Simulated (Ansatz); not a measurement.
## NaSrI3 (cubic perovskite) (Pm-3m): how G0W0 depends on its starting point

How much of the starting functional survives in the G0W0 gap of NaSrI3 (cubic perovskite) (Pm-3m)?

Main program and level: Ansatz 0.2.0; G0W0 on several functionals, plane waves, PAW.

The structure was built from a prototype and need not be the compound's stable phase.

In doubt: masses and optical values from hybrid runs of this build are listed as unsure (steps 3, 4), which bears on the screening that GW takes from such a start.

## Step 1: Starting point

Symmetry: Pm-3m, No. 221, cubic system. Conventional cell: a = 6.304 Å, b = 6.304 Å, c = 6.304 Å, α = 90.00°, β = 90.00°, γ = 90.00°. Na has 12 I at 4.46 Å nearest. Sr has 6 I at 3.15 Å nearest. I has 2 Sr at 3.15 Å nearest. It derives from I3Na1Sr1. Farther neighbours and most contacts between anions are not listed.

The structure was relaxed with PBEsol. The structure type comes from a generator and need not be one that this composition takes. The runs that relaxed it are not among those shown. Spin-orbit coupling is left out unless a step names it. The default PAW set here is soft_2. Its files were made with PBE.

## Step 2: G0W0 on PBEsol

G0W0 replaces the xc potential by the self-energy, built once from these orbitals. Only a window of levels is corrected, while the sums run over the empty bands that the input names.

This step: G0W0 on PBEsol, plane waves, PAW.

input.yaml reads:

```yaml
crystal:
  lattice:
    - [6.3036929043, 0.0, 0.0]
    - [0.0, 6.3036929043, 0.0]
    - [0.0, 0.0, 6.3036929043]
  atoms:
    - { symbol: Na, position: [0.0, 0.0, 0.0] }
    - { symbol: Sr, position: [0.5, 0.5, 0.5] }
    - { symbol: I, position: [0.5, 0.5, 0.0] }
    - { symbol: I, position: [0.5, 0.0, 0.5] }
    - { symbol: I, position: [0.0, 0.5, 0.5] }
kpoints:
  mp_grid: { grid: [2, 2, 2] }
hamiltonian:
  xc: pbesol
scf:
  occupations: { method: fixed }
gw:
  n_empty_bands: 747
  ecut_chi: 120.0
  qp_bands: [v2, c2]
  qp_kpoints: band_edges
  screening: { model: contour_deformation }
```

The run is started by

```
> ansatz run input.yaml --threads 4 --pin off --max-ram 17510MiB --backend cpu --events-out ev --progress --plain --runs-dir out
```

Numbers of over 12 decimals in the logs are rounded to 6 here.

The log of the run:

```text
Engine: ansatz 0.2.0, aarch64-unknown-linux-gnu
Pseudopotentials: kind: paw
Pseudopotential: Na, paw, valence charge 9, recommended cutoff 420 eV (normal), Na.paw.azcp
Pseudopotential: Sr, paw, valence charge 10, recommended cutoff 420 eV (normal), Sr.paw.azcp
Pseudopotential: I, paw, valence charge 17, recommended cutoff 420 eV (normal), I.paw.azcp
Functional definition: PBEsol
  exchange = pbesol_x
  correlation = pbesol_c
Crystal: 5 atoms, lattice volume = 250.487 Å³
Basis set: ecut = 420 eV, 4945 PW (Γ)
Bands: 42, of which v1, the nominal top of the filled ones, is band 35 counted from 1 (34 counted from 0)
Symmetry: 48 space group operations
Space group: Pm-3m (ITA 221), of the structure as read, at distance tolerance 6.3e-5 Å
k-points: 4 of 8
Non-local potential: Na, projectors of the file, l = 0: 3, l = 1: 2, l = 2: 1
Non-local potential: Sr, projectors of the file, l = 0: 3, l = 1: 2, l = 2: 2
Non-local potential: I, projectors of the file, l = 0: 2, l = 1: 2, l = 2: 2, l = 3: 2
PAW form: soft (Blöchl's): semilocal exchange-correlation on the pseudo side does not see the compensation charge
PAW frozen core: Na, regenerated for the run's functional, and the local potential with it (the file was generated under x = pbe(κ = 0.804, μ = 0.219515), c = pbe(β = 0.066725))
PAW frozen core: Sr, regenerated for the run's functional, and the local potential with it (the file was generated under x = pbe(κ = 0.804, μ = 0.219515), c = pbe(β = 0.066725))
PAW frozen core: I, regenerated for the run's functional, and the local potential with it (the file was generated under x = pbe(κ = 0.804, μ = 0.219515), c = pbe(β = 0.066725))
PAW one-centre angular grid: Na, 110 points (default); XC on 64 Gauss nodes
PAW one-centre angular grid: Sr, 110 points (default); XC on 64 Gauss nodes
PAW one-centre angular grid: I, 590 points (default); XC on 64 Gauss nodes
Initial density: superposition of atomic densities (neutral atoms: chi_scale 0, normalization atom), corrected by the library's trained network
Initial wavefunctions: pseudopotential atomic-orbital guess
Functional: x = pbesol(κ = 0.804, μ = 0.123457), c = pbesol(β = 0.046)
SCF iter   1: F=—  HF=-27271.289163 eV  |F-HF|=—  |Δ(HF+E_count)|=         —  Δρ=1.46e-3  dr2=3.44e-3  ethr=1.77e-3  ⟨swp⟩=6.2  Hψ=620  notcnv=0  defer=17
preconditioner: auto → Resta (q_TF=auto, 2.206 Å⁻¹)  ε∞=2.8  [insulator: Δε(μ)=2.458 eV  Ē_g=8.599 eV  n_scr=32 (ndim 8)  ℏωp=11.5 eV  f_vac=0.279  ε∞_Penn≈2.8]
SCF iter   2: F=—  HF=-27271.290128 eV  |F-HF|=—  |Δ(HF+E_count)|=   9.65e-4  Δρ=7.75e-4  dr2=1.06e-3  ethr=4.92e-6  ⟨swp⟩=3.5  Hψ=397  notcnv=0  defer=20
SCF iter   3: F=—  HF=-27271.291105 eV  |F-HF|=—  |Δ(HF+E_count)|=   9.77e-4  Δρ=1.91e-4  dr2=1.07e-4  ethr=1.52e-6  ⟨swp⟩=2.2  Hψ=308  notcnv=0  defer=16
SCF iter   4: F=—  HF=-27271.291145 eV  |F-HF|=—  |Δ(HF+E_count)|=   4.04e-5  Δρ=7.39e-5  dr2=2.94e-5  ethr=1.53e-7  ⟨swp⟩=2.0  Hψ=300  notcnv=0  defer=17
SCF iter   5: F=—  HF=-27271.291186 eV  |F-HF|=—  |Δ(HF+E_count)|=   4.06e-5  Δρ=1.64e-5  dr2=1.61e-6  ethr=4.20e-8  ⟨swp⟩=2.0  Hψ=212  notcnv=0  defer=17
SCF iter   6: F=—  HF=-27271.291187 eV  |F-HF|=—  |Δ(HF+E_count)|=   1.50e-6  Δρ=6.66e-6  dr2=2.76e-7  ethr=2.30e-9  ⟨swp⟩=3.0  Hψ=296  notcnv=0  defer=17
SCF iter   7: F=-27271.291187 eV  HF=-27271.291187 eV  |F-HF|=2.36e-9  |Δ(HF+E_count)|=   1.85e-7  Δρ=2.45e-6  dr2=1.36e-8  ethr=1.43e-10  ⟨swp⟩=16.0  Hψ=905  notcnv=0
SCF 1 converged in 7 iterations: F = -27271.291187 eV  dr2 = 1.36e-8
  greatest PAW one-centre occupation: 0.999 electrons in one spin orbital (limit 2), on the Na atom at site 0 (counted from 0), in its partial waves of l = 0
NSCF: frozen V_eff on 4 k-points
G₀W₀ screening: q 1/4
[... further progress lines ...]
SCF converged after 7 iterations
Free energy (F): -27271.291187 eV
Harris-Foulkes:  -27271.291187 eV  (|F-HF|=2.36e-9)
Internal energy: -27271.291187 eV  (E = F + TS)
E sigma→0 (E₀):  -27271.291187 eV
Fermi energy:    2.089575 eV
--- Per-component energies (eV) ---
  E_band       = -1648.436036
  E_kinetic    = 933.707822
  E_local      = -9540.383466  (includes V_loc(G=0)·N_el)
  E_nonlocal   = 54.506285
  E_hartree    = 4417.863550
  E_xc         = -590.694128
  E_vxc        = -595.303646  (∫ρ·V_xc dr)
  E_paw        = -17110.427267  (= ΣΔE_a)
  E_vpaw       = -1336.697562  (= ΣTr[D̂ρ^β])
  E_aug_tail   = 0.000012  (compensation charges beyond the density's cutoff)
  E_ewald      = -5437.289462
  E_core_change = 1.425467  (= ΣΔE_core)
  E_smearing   = -0.000000  (= −TS)
  E_closure    = -0.000000  (closes the sum)
  Σ components = -27271.291187   (vs F -27271.291187, Δ=0.00e0)
--- Band table (eV) ---
  k-point 0: bands = [... 31 lower, 1.5267, 1.8080, 1.8080, 1.8080, 4.5128, 6.1202, 6.1202, 6.1202, ... 3 higher]
  k-point 1: bands = [... 31 lower, 1.1518, 1.4049, 1.7206, 1.7206, 5.6994, 6.2200, 6.4885, 7.3242, ... 3 higher]
  k-point 2: bands = [... 31 lower, 1.1743, 1.1822, 1.1822, 2.0822, 5.7406, 7.4351, 7.5064, 7.5064, ... 3 higher]
  k-point 3: bands = [... 31 lower, 0.6736, 2.0896, 2.0896, 2.0896, 4.9579, 7.8083, 7.8083, 7.8083, ... 3 higher]
--- G₀W₀: contour deformation, 6 samples at zero and on the imaginary axis and 1 off it, 8 q-points, 747 empty bands' worth ---
  eigenvalues of the whole cell's RPA ε∞ on this k-mesh (on a slab, of 1 + 4πα/V) = 3.2549, 3.2549, 3.2549; static W/v taken at q = 0 is 0.307227
  bands read: the sum over 782 bands ends inside a degenerate multiplet in 2 slots, whose members it reads at an even weight; the widest, k=0: bands 782 to 784 (counted from 1) at 1/3 each
  gw.qp_kpoints: band_edges: 4 of 4 stored k-points solved, in 1 pass; an edge of the gap read off the rows below is read off those points alone
    ik  band        ε_KS         Σx   Σc(E_QP)       V_xc       Z   E_QP_lin       E_QP  E_QP is
     0    34      1.8080   -17.5321     1.6952   -14.5173  0.7738     0.4476     0.4883  root
     0    35      1.8080   -17.5321     1.6952   -14.5173  0.7738     0.4476     0.4883  root
     0    36      4.5128    -2.5803    -2.7488    -5.7730  0.8310     4.9599     4.9566  root
     0    37      6.1202    -5.0379    -3.6984    -9.5337  0.8031     6.9290     6.9176  root
     1    34      1.7206   -17.3845     1.7414   -14.3122  0.7713     0.3466     0.3896  root
     1    35      1.7206   -17.3845     1.7414   -14.3122  0.7713     0.3466     0.3896  root
     1    36      5.6994    -3.6347    -2.8652    -7.0501  0.8162     6.2561     6.2496  root
     1    37      6.2200    -5.1749    -3.7845    -9.7880  0.8011     7.0612     7.0486  root
     2    34      1.1822   -16.0769     1.9023   -12.8058  0.7633    -0.2422    -0.1866  root
     2    35      2.0822   -17.3975     1.6582   -14.4364  0.7716     0.7396     0.7794  root
     2    36      5.7406    -2.8562    -2.8906    -6.3226  0.8179     6.3236     6.3163  root
     2    37      7.4351    -2.2142    -2.9392    -5.5550  0.8142     7.8406     7.8367  root
     3    34      2.0896   -17.4246     1.6592   -14.4633  0.7715     0.7477     0.7874  root
     3    35      2.0896   -17.4246     1.6592   -14.4633  0.7715     0.7477     0.7874  root
     3    36      4.9579    -2.0606    -2.7224    -5.2712  0.8290     5.4504     5.4460  root
     3    37      7.8083    -4.1229    -3.4038    -8.1085  0.8081     8.3966     8.3901  root
```

Elapsed: 2 min, on 4 threads of Arm Neoverse V1, shared host; peak memory 4.4 GiB; 8 min of CPU time.

This step gave:

```
bands summed                                 : 782
RPA ε∞ on this mesh (eigenvalues)            : 3.255, 3.255, 3.255
plane waves in the screening matrix          : 739
q-points in the mesh                         : 8
G0W0 gap on the mesh                         : 4.169 eV
k of the valence top                         : -0.5, -0.5, -0.5
k of the conduction bottom                   : 0, 0, 0
starting gap on the mesh                     : 2.423 eV
Z at the valence top                         : 0.7715
Z at the conduction bottom                   : 0.8310
least direct G0W0 gap on the computed points : 4.468 eV
```

The gap on the mesh goes from 2.42 eV to 4.17 eV, a correction of +1.75 eV. Between the two edge states, bare exchange in place of the xc potential would open the gap by 6.15 eV, and correlation takes back 4.41 eV.

## Step 3: G0W0 on HSE06

The same correction from a different start measures what one shot leaves open.

This step: G0W0 on HSE06, plane waves, PAW.

input.yaml, as its differences from that of step 2:

```diff
@@ -14,3 +14,3 @@
 hamiltonian:
-  xc: pbesol
+  xc: hse06
 scf:
```

The log of the run:

```text
[...]
davidson cushion auto → on  (no smearing: the cushion is to keep the highest requested band from converging to the state above it; pin scf.eigensolver.cushion to override)
Crystal: 5 atoms, lattice volume = 250.487 Å³
Basis set: ecut = 420 eV, 4945 PW (Γ)
Bands: 42, of which v1, the nominal top of the filled ones, is band 35 counted from 1 (34 counted from 0)
[... 1 set-up line as in the run before ...]
[...]
k-points: 4 of 8
[...]
SCF iter   1: F=—  HF=-27575.835122 eV  |F-HF|=—  |Δ(HF+E_count)|=         —  Δρ=6.59e-4  dr2=2.08e-3  ethr=1.77e-3  ⟨swp⟩=13.2  Hψ=786  notcnv=0
[...]
SCF iter   2: F=-27575.837768 eV  HF=-27575.837238 eV  |F-HF|=5.31e-4  |Δ(HF+E_count)|=   2.12e-3  Δρ=2.69e-4  dr2=1.66e-4  ethr=2.37e-7  ⟨swp⟩=2.2  Hψ=1005  notcnv=0
SCF 1 stopped early in 2 iterations: F = -27575.837768 eV  dr2 = 1.66e-4
[...]
Exchange kernel: α = 0.2500, screened, ω = 0.2079 Å⁻¹, Wigner–Seitz truncation, v(0) = 993.7305 eV·Å³, q-mesh 2×2×2, nearest image of the exchange supercell L = 12.61 Å, pair-density grid 30×30×30, without the augmentation charges, whose exchange is taken in its separable form by FFT convolution over the k-point mesh (sized by the pseudopotential files, 45×45×45 at the most), smooth part of the exact exchange by density-matrix convolution
Frozen-core exchange: fock
SCF iter   1: F=—  HF=-27593.132315 eV  |F-HF|=—  |Δ(HF+E_count)|=         —  Δρ=2.38e-3  dr2=1.54e-2  ethr=2.37e-6  ⟨swp⟩=8.8  Hψ=815  notcnv=0
[...]
Free energy (F): -27593.133497 eV
Frozen-core exchange: fock
[...]
Internal energy: -27593.133497 eV  (E = F + TS)
E sigma→0 (E₀):  -27593.133497 eV
Fermi energy:    1.510732 eV
[...]
--- Band table (eV) ---
  k-point 0: bands = [... 31 lower, 0.9053, 1.2049, 1.2049, 1.2049, 4.8434, 6.6583, 6.6583]
  k-point 1: bands = [... 31 lower, 0.5348, 0.7865, 1.1104, 1.1104, 6.0201, 6.7789, 6.8979]
  k-point 2: bands = [... 31 lower, 0.5557, 0.5622, 0.5622, 1.5034, 6.0668, 7.7951, 7.9747]
  k-point 3: bands = [... 31 lower, 0.0352, 1.5107, 1.5107, 1.5107, 5.2564, 8.3182, 8.3182]
  guard bands above this table: 4 of the run's 42 bands. The solve was not asked for them (output.publish_guard_bands: true or output.eigenvalues: true publishes all)
[...]
0    34      1.2049   -17.5416     1.3877   -15.1289  0.8085     0.1653     0.1799  root
     0    35      1.2049   -17.5416     1.3877   -15.1289  0.8085     0.1653     0.1799  root
     0    36      4.8434    -2.4007    -2.5300    -5.3110  0.8601     5.2254     5.2238  root
     0    37      6.6583    -4.8118    -3.3501    -8.7152  0.8346     7.2151     7.2116  root
     1    34      1.1104   -17.3930     1.4219   -14.9362  0.8066     0.0601     0.0756  root
     1    35      1.1104   -17.3930     1.4219   -14.9362  0.8066     0.0601     0.0756  root
     1    36      6.0201    -3.2430    -2.6206    -6.3705  0.8499     6.5303     6.5269  root
     1    37      6.7789    -4.9666    -3.4319    -8.9717  0.8327     7.3558     7.3520  root
[...]
3    34      1.5107   -17.4241     1.3504   -15.0553  0.8071     0.4778     0.4924  root
     3    35      1.5107   -17.4241     1.3504   -15.0553  0.8071     0.4778     0.4924  root
     3    36      5.2564    -1.9400    -2.4908    -4.8781  0.8590     5.7060     5.7036  root
     3    37      8.3182    -3.9619    -3.1148    -7.4684  0.8395     8.7118     8.7099  root
```

The job ended after 9.1 min (4 threads; peak memory 3.2 GiB; 34 min of CPU time).

This step gave:

```yaml
bands_summed: 782
rpa_eps_infinity_on_this_mesh_eigenvalues: 2.681, 2.681, 2.681
plane_waves_in_the_screening_matrix: 739
q_points_in_the_mesh: 8
g0w0_gap_on_the_mesh: 4.731 eV
k_of_the_valence_top: -0.5, -0.5, -0.5
k_of_the_conduction_bottom: 0, 0, 0
starting_gap_on_the_mesh: 3.333 eV
z_at_the_valence_top: 0.8071
z_at_the_conduction_bottom: 0.8601
least_direct_g0w0_gap_on_the_computed_points: 5.044 eV
```

Against the run with 2×2×2 mesh, 747 empty bands, screening to 120 eV on PBEsol, the gap moves by +0.56 eV, while the start moved by +0.91 eV.

## Step 4: G0W0 on PBE0

This step: G0W0 on PBE0, plane waves, PAW.

input.yaml, as its differences from that of step 3:

```diff
@@ -14,3 +14,3 @@
 hamiltonian:
-  xc: hse06
+  xc: pbe0
 scf:
```

The log of the run:

```text
[...]
Crystal: 5 atoms, lattice volume = 250.487 Å³
Basis set: ecut = 420 eV, 4945 PW (Γ)
Bands: 42, of which v1, the nominal top of the filled ones, is band 35 counted from 1 (34 counted from 0)
[... 1 set-up line as in the run before ...]
[...]
k-points: 4 of 8
[...]
SCF iter   1: F=—  HF=-27575.835128 eV  |F-HF|=—  |Δ(HF+E_count)|=         —  Δρ=6.51e-4  dr2=2.05e-3  ethr=1.77e-3  ⟨swp⟩=13.2  Hψ=786  notcnv=0
[...]
1    36      6.3648    -3.2203    -2.5021    -6.0020  0.8639     6.6453     6.6445  root
     1    37      7.1279    -4.9476    -3.3035    -8.5934  0.8452     7.4713     7.4702  root
[...]
3    34      1.1397   -17.4170     1.2196   -15.4105  0.8221     0.3461     0.3529  root
     3    35      1.1397   -17.4170     1.2196   -15.4105  0.8221     0.3461     0.3529  root
     3    36      5.5875    -1.9332    -2.3796    -4.5396  0.8717     5.8148     5.8142  root
     3    37      8.6557    -3.9605    -2.9956    -7.1269  0.8524     8.8268     8.8265  root
[key lines of the parts left out:]
Free energy (F): -27590.425549 eV
Fermi energy:    1.139679 eV
```

It took 8.4 min on 4 threads; peak memory 3.2 GiB.

Numbers from this step:

```yaml
bands_summed: 782
rpa_eps_infinity_on_this_mesh_eigenvalues: 2.533, 2.533, 2.533
plane_waves_in_the_screening_matrix: 739
g0w0_gap_on_the_mesh: 4.977 eV
k_of_the_valence_top: -0.5, -0.5, -0.5
k_of_the_conduction_bottom: 0, 0, 0
starting_gap_on_the_mesh: 4.026 eV
least_direct_g0w0_gap_on_the_computed_points: 5.289 eV
```

Against the run with 2×2×2 mesh, 747 empty bands, screening to 120 eV on HSE06, the gap moves by +0.25 eV, while the start moved by +0.69 eV.

## Step 5: The starts together

All on the 2×2×2 mesh with 747 empty bands and screening to 120 eV. Times are wall times on 4 threads of Arm Neoverse V1, shared host, good to a factor of about two.

| start | starting gap (eV) | shift (eV) | G0W0 gap (eV) | RPA ε∞ (harmonic mean) | Z (valence, conduction) | time |
| --- | --- | --- | --- | --- | --- | --- |
| PBEsol | 2.42 | +1.75 | 4.17 | 3.25 | 0.77, 0.83 | 2 min |
| HSE06 | 3.33 | +1.40 | 4.73 | 2.68 | 0.81, 0.86 | 9.1 min |
| PBE0 | 4.03 | +0.95 | 4.98 | 2.53 | 0.82, 0.87 | 8.4 min |

The parts of the quasiparticle energy at the two band edges (eV; QP = start + Σx + Σc − Vxc):

| run | edge | start | Σx | Σc | Vxc | Z | QP |
| --- | --- | --- | --- | --- | --- | --- | --- |
| PBEsol | valence top | 2.09 | -17.42 | 1.66 | -14.46 | 0.77 | 0.79 |
| PBEsol | conduction bottom | 4.51 | -2.58 | -2.75 | -5.77 | 0.83 | 4.96 |
| HSE06 | valence top | 1.51 | -17.42 | 1.35 | -15.06 | 0.81 | 0.49 |
| HSE06 | conduction bottom | 4.84 | -2.40 | -2.53 | -5.31 | 0.86 | 5.22 |
| PBE0 | valence top | 1.14 | -17.42 | 1.22 | -15.41 | 0.82 | 0.35 |
| PBE0 | conduction bottom | 5.17 | -2.40 | -2.43 | -4.99 | 0.87 | 5.33 |

For a hybrid start, Vxc holds its share of exact exchange.

## Step 6: What came out

- G0W0@PBEsol: 4.17 eV (start 2.42 eV)
- G0W0@HSE06: 4.73 eV (start 3.33 eV)
- G0W0@PBE0: 4.98 eV (start 4.03 eV)
- known limits: not at the basis limit; no spin-orbit coupling; coarse k mesh

In words: The starting gaps span 1.60 eV and the G0W0 gaps 0.81 eV. Between PBEsol and PBE0, 0.81 eV of the 1.60 eV survives, 50 %. PBE0 screens less than PBEsol (ε∞ 2.53 against 3.25). Of the 0.81 eV by which its G0W0 gap is higher, the correlation part gives +0.76 eV, and exchange with the one-particle terms, which follow the orbitals, +0.05 eV. The smallest correction, +0.95 eV, is on PBE0, the start nearest to reproducing itself. Bands and cutoff are finite, so the gap is not at the basis limit. The miss can reach some tenths of an eV and take either sign; the mesh is an error of its own. The 2×2×2 mesh is coarse for this cell (its supercell is 13 Å along the shortest edge). The RPA ε∞ on it, from the PBEsol start, is 3.25; such meshes misread the long-range screening, most where the gap is narrow. The program warns that the mesh is coarse for exact exchange, which bears on the hybrid start's gap. This is the ideal cubic cell; many perovskites, halides above all, are cubic only on average, and local tilts or off-centring can widen the gap. The many-body steps are scalar-relativistic: spin-orbit coupling is not in them.

[Paths, hosts, dates, memory and timing lines, banners, echoed tables and standing remarks are left out of the program output.]

[Logs are printed without paths, hosts, clocks, repeated set-up lines and the standing remarks that a program may print on its own settings, such as how far it seeks lower states.]

[Runs of the session that timed out or met a known fault of the program may be left out.]

[Cells called generated may have been cut or substituted from an entry of the Crystallography Open Database or the Materials Project.]

[Hosts, paths, dates, database ids (printed as entryN), source tags and the programs' standing remarks are cut or masked in the printed files.]
